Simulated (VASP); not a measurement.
# NbAs (I4_1md) in VASP: notebook, part 2 of 2

VASP 6.6.1. Earlier steps stand in the parts before.

### 3 Relaxation of cell and atoms, PBEsol

This run uses another cell than the first one, of 17.16 Å³/atom, 0.986 times its volume.

Input file INCAR:

```
  PREC = Accurate
  ENCUT = 520
  EDIFF = 1E-7
  ISMEAR = 0
  SIGMA = 0.1
  LREAL = F
  LASPH = T
  NELM = 100
  ALGO = Fast
  ISIF = 3
  LWAVE = F
  LCHARG = F
  GGA = PS
  IBRION = 2
  NSW = 80
  EDIFFG = -0.002
```

Input file KPOINTS:

```
Automatic mesh
0
Gamma
  18 18 18
```

Input file POSCAR:

```
NbAs                                    
1.0
   -1.7203993705      1.7203993705      5.7972980013
    1.7203993705     -1.7203993705      5.7972980013
    1.7203993705      1.7203993705     -5.7972980013
  Nb              As            
     2     2
Direct
     0.9987408132814986    0.9987408132814986    0.0000000000000000
     0.7487408132814986    0.2487408132814985    0.5000000000000000
     0.4172591867184984    0.4172591867184984    0.0000000000000000
     0.1672591867184983    0.6672591867184983    0.5000000000000000
```

Potentials or basis: VASP PAW PBE potentials, release 64 (Nb_sv, As).

Run with:

```bash
> cat potpaw_PBE.64/Nb_sv/POTCAR potpaw_PBE.64/As/POTCAR > POTCAR
> mpirun -np 1 vasp_std > vasp.out
```

OUTCAR:

```text
PREC = Accurate
   ENCUT = 520
   EDIFF = 1E-7
   ISMEAR = 0
   LREAL = F
   LASPH = T
   NELM = 100
   ISIF = 3
   GGA = PS
   IBRION = 2
   NSW = 80
   EDIFFG = -0.002

 ion  position               nearest neighbor table
   1  0.999  0.999  0.000-   4 2.60   4 2.60   3 2.61   3 2.61   3 2.61   3 2.61
   2  0.749  0.249  0.500-   3 2.60   3 2.60   4 2.61   4 2.61   4 2.61   4 2.61
   3  0.417  0.417  0.000-   2 2.60   2 2.60   1 2.61   1 2.61   1 2.61   1 2.61
   4  0.167  0.667  0.500-   1 2.60   1 2.60   2 2.61   2 2.61   2 2.61   2 2.61

  LATTYP: Found a body centered tetragonal cell.
 ALAT       =     3.4407987410
 C/A-ratio  =     3.3697396667

  Lattice vectors:

 A1 = (  -1.7203993705,   1.7203993705,   5.7972980013)
 A2 = (   1.7203993705,  -1.7203993705,   5.7972980013)
 A3 = (   1.7203993705,   1.7203993705,  -5.7972980013)

Analysis of symmetry for initial positions (statically):
=====================================================================
 Subroutine PRICEL returns:
 Original cell was already a primitive cell.

 Routine SETGRP: Setting up the symmetry group for a
 body centered tetragonal supercell.

 Subroutine GETGRP returns: Found  8 space group operations
 (whereof  4 operations were pure point group operations)
 out of a pool of 16 trial point group operations.

The static configuration has the point symmetry C_2v.
 The point group associated with its full space group is C_4v.

Analysis of symmetry for dynamics (positions and initial velocities):
=====================================================================
 Subroutine PRICEL returns:
 Original cell was already a primitive cell.

 Routine SETGRP: Setting up the symmetry group for a
 body centered tetragonal supercell.

 Subroutine GETGRP returns: Found  8 space group operations
 (whereof  4 operations were pure point group operations)
 out of a pool of 16 trial point group operations.

The dynamic configuration has the point symmetry C_2v.
 The point group associated with its full space group is C_4v.

 Subroutine INISYM returns: Found  8 space group operations
 (whereof  4 operations are pure point group operations),
 and found     1 'primitive' translations

----------------------------------------------------------------------------------------

                                     Primitive cell

  volume of cell :      68.6348

  direct lattice vectors                    reciprocal lattice vectors
    -1.720399371  1.720399371  5.797298001     0.000000000  0.290630192  0.086247076
     1.720399371 -1.720399371  5.797298001     0.290630192  0.000000000  0.086247076
     1.720399371  1.720399371 -5.797298001     0.290630192  0.290630192  0.000000000

  length of vectors
     6.287146579  6.287146579  6.287146579     0.303157495  0.303157495  0.411013160

  position of ions in fractional coordinates (direct lattice)
     0.998740813  0.998740813  0.000000000
     0.748740813  0.248740813  0.500000000
     0.417259187  0.417259187  0.000000000
     0.167259187  0.667259187  0.500000000

  ion indices of the primitive-cell ions
   primitive index   ion index
                 1           1
                 2           2
                 3           3
[... 29 lines left out ...]
            Coordinates               Weight
  0.000000  0.000000  0.000000      1.000000
  0.055556  0.000000  0.000000      8.000000
  0.111111  0.000000  0.000000      8.000000
  0.166667  0.000000  0.000000      8.000000
  0.222222  0.000000 -0.000000      8.000000
  0.277778 -0.000000  0.000000      8.000000
[... 16 lines left out ...]
 -0.277778  0.055556  0.000000     16.000000
 -0.222222  0.055556  0.000000     16.000000
 [... further k-points ...]
   k-points           NKPTS =    480   k-points in BZ     NKDIM =    480   number of bands    NBANDS=     22
   number of dos      NEDOS =    301   number of ions     NIONS =      4
   total plane-waves  NPLWV = 110592
   dimension x,y,z NGX =    48 NGY =   48 NGZ =   48
   dimension x,y,z NGXF=    96 NGYF=   96 NGZF=   96
   ions per type =               2   2
   NGX,Y,Z   is equivalent  to a cutoff of  12.69, 12.69, 12.69 a.u.
   NGXF,Y,Z  is equivalent  to a cutoff of  25.38, 25.38, 25.38 a.u.
 SYSTEM =  unknown system
   PREC   = accura    normal or accurate (medium, high low for compatibility)
   ISTART =      0    job   : 0-new  1-cont  2-samecut
   ICHARG =      2    charge: 1-file 2-atom 10-const
   ISPIN  =      1    spin polarized calculation?
   LNONCOLLINEAR =      F non collinear calculations
   LSORBIT =      F    spin-orbit coupling
   LASPH  =      T    aspherical Exc in radial PAW
   ENCUT  =  520.0 eV  38.22 Ry    6.18 a.u.  11.69 11.69 11.69*2*pi/ulx,y,z
   NELM   =    100;   NELMIN=  2; NELMDL= -5     # of ELM steps
   EDIFF  = 0.1E-06   stopping-criterion for ELM
   LREAL  =      F    real-space projection
   EDIFFG = -.2E-02   stopping-criterion for IOM
   NSW    =     80    number of steps for IOM
   IBRION =      2    ionic relax: 0-MD 1-quasi-New 2-CG
   NFREE  =      1    steps in history (QN), initial steepest desc. (CG)
   ISIF   =      3    stress and relaxation
   ISYM   =      2    0-nonsym 1-usesym 2-fastsym
   POTIM  = 0.5000    time-step for ionic-motion
   TEBEG  =    0.0;   TEEND  =   0.0 temperature during run
   PSTRESS=    0.0 pullay stress
   NELECT =      36.0000    total number of electrons
   NUPDOWN=      -1.0000    fix difference up-down
   EMIN   =  10.00;   EMAX   =-10.00  energy-range for DOS
   EFERMI =   0.00;   METHOD = LEGACY
   ISMEAR =     0;   SIGMA  =   0.10  broadening in eV -4-tet -1-fermi 0-gaus
   EFERMI_NEDOS =   21; number of points for ismear=-14 and -15
   IALGO  =     68    algorithm
   IMIX   =      4    mixing-type and parameters
     AMIX     =   0.40;   BMIX     =  1.00
     AMIX_MAG =   1.60;   BMIX_MAG =  1.00
  volume/ion in A,a.u.               =      17.16       115.79
  Fermi-wavevector in a.u.,A,eV,Ry     =   1.320264  2.494938 23.716292  1.743098
  Thomas-Fermi vector in A             =   2.450103
   LORBIT       =      0    0 simple, 1 ext, 2 COOP (PROOUT), +10 PAW based schemes
   GGA     = PS    functional components
   LHFCALC =     F    Hartree Fock is set to
   AEXX    =    0.0000 exact exchange contribution
   IVDW    =     0    specifies the selected vdW correction
   LEPSILON=     F    determine dielectric tensor
   LRPA    =     F    only Hartree local field effects (RPA)
 conjugate gradient relaxation of ions
 non-spin polarized calculation
 RMM-DIIS sequential band-by-band and
 Gauss-broadening in eV      SIGMA  =   0.10
  energy-cutoff  :      520.00
  volume of cell :       68.63
 maximum number of plane-waves:      1870
   NGX = 23   NGY = 23   NGZ = 23

 number of electron      36.0000001 magnetization

 Free energy of the ion-electron system (eV)
  ---------------------------------------------------
  ext. energy  EPLUGINS =         0.00000000
  ---------------------------------------------------
  free energy    TOTEN  =       -35.12709802 eV

  energy without entropy =      -35.12469809  energy(sigma->0) =      -35.12589806

 E-fermi :   9.6850     XC(G=0): -12.0306

 val. band max:        9.6814854170   @ k =  -0.1111   0.3889   0.1111
 cond. band min:       9.6871741965   @ k =  -0.0556   0.5000   0.0556
 fundamental gap:      0.0056887796
 Fermi energy:         9.6849892220

 k-point     1 :       0.0000    0.0000    0.0000
  band No.  band energies     occupation
      1     -45.3056      2.00000
      2     -45.2742      2.00000
      3     -21.5651      2.00000
      4     -21.4486      2.00000
      5     -21.4486      2.00000
      6     -21.2919      2.00000
[... 589 lines left out ...]
     21      11.3545      0.00000
     22      12.5849      0.00000

 [... further k-points ...]

------------------------ aborting loop because EDIFF is reached ----------------------------------------

  FORCE on cell =-STRESS in cart. coord.  units (eV):
  Direction    XX          YY          ZZ          XY          YZ          ZX
  --------------------------------------------------------------------------------------
  -------------------------------------------------------------------------------------
  Total       -0.0025247     -0.0025247     -0.0071853      0.0000000      0.0000000      0.0000000
  in kB       -0.0589349     -0.0589349     -0.1677308      0.0000000      0.0000000      0.0000000
  external PRESSURE =      -0.0952002 kB  Pullay stress =       0.0000000 kB

 VOLUME and BASIS-vectors are now :
 -----------------------------------------------------------------------------
  energy-cutoff  :      520.00
  volume of cell :       68.63
      direct lattice vectors                 reciprocal lattice vectors
    -1.720399371  1.720399371  5.797298001     0.000000000  0.290630192  0.086247076
     1.720399371 -1.720399371  5.797298001     0.290630192  0.000000000  0.086247076
     1.720399371  1.720399371 -5.797298001     0.290630192  0.290630192  0.000000000

 POSITION                                       TOTAL-FORCE (eV/Angst)
 -----------------------------------------------------------------------------------
      0.00000      0.00000     11.58000        -0.000000     -0.000000     -0.001709
      0.00000      1.72040      2.88405         0.000000      0.000000     -0.001709
      0.00000      0.00000      4.83795         0.000000      0.000000      0.001709
      1.72040      0.00000      1.93930        -0.000000     -0.000000      0.001709
 -----------------------------------------------------------------------------------
    total drift:                                0.000000      0.000000      0.000088

  FREE ENERGIE OF THE ION-ELECTRON SYSTEM (eV)
  ---------------------------------------------------
  free  energy   TOTEN  =       -35.1270980226 eV

  energy  without entropy=      -35.1246980878  energy(sigma->0) =      -35.12589806

 reached required accuracy - stopping structural energy minimisation
```

Run time: 34 min. Hardware: 1 thread of Intel Xeon 6975P-C (Granite Rapids), shared host; peak memory 0.85 GiB.

Results:

| Property | Result |
| --- | --- |
| Free energy | -35.1271 eV |
| Pressure after relaxing | 0.0 GPa |
| Band gap on the k mesh | none (metal or under the smearing width) |

Final structure:
```xyz
4
Lattice="-1.7204 1.7204 5.7973 1.7204 -1.7204 5.7973 1.7204 1.7204 -5.7973" Properties=species:S:1:pos:R:3 pbc="T T T"
Nb    0.0000    0.0000   11.5800
Nb    0.0000    1.7204    2.8840
As    0.0000    0.0000    4.8380
As    1.7204    0.0000    1.9393
```

Levels at points of the mesh, in eV from the Fermi level:
| k point | band 14 | band 15 | band 16 | band 17 | band 18 | band 19 | band 20 | band 21 | band 22 |
| --- | --- | --- | --- | --- | --- | --- | --- | --- | --- |
| (0.00, 0.00, 0.00) | -2.23 | -2.11 | -1.72 | -1.39 | -1.39 | 0.70 | 1.31 | 2.87 | 3.11 |
| (0.50, 0.00, 0.00) | -3.24 | -2.30 | -1.81 | -1.42 | -0.05 | 0.05 | 1.22 | 2.26 | 2.56 |
| (0.50, 0.50, 0.00) | -4.70 | -2.81 | -2.81 | -0.63 | -0.63 | 2.47 | 2.73 | 2.90 | 3.59 |
| (0.50, 0.50, 0.50) | -2.68 | -2.58 | -2.58 | -0.53 | -0.53 | 0.98 | 1.06 | 2.02 | 2.18 |

Caveat: the relaxation stopped at its first step, so nothing moved; the PAW data sets were made with another functional, which shifts forces and pressure a little.
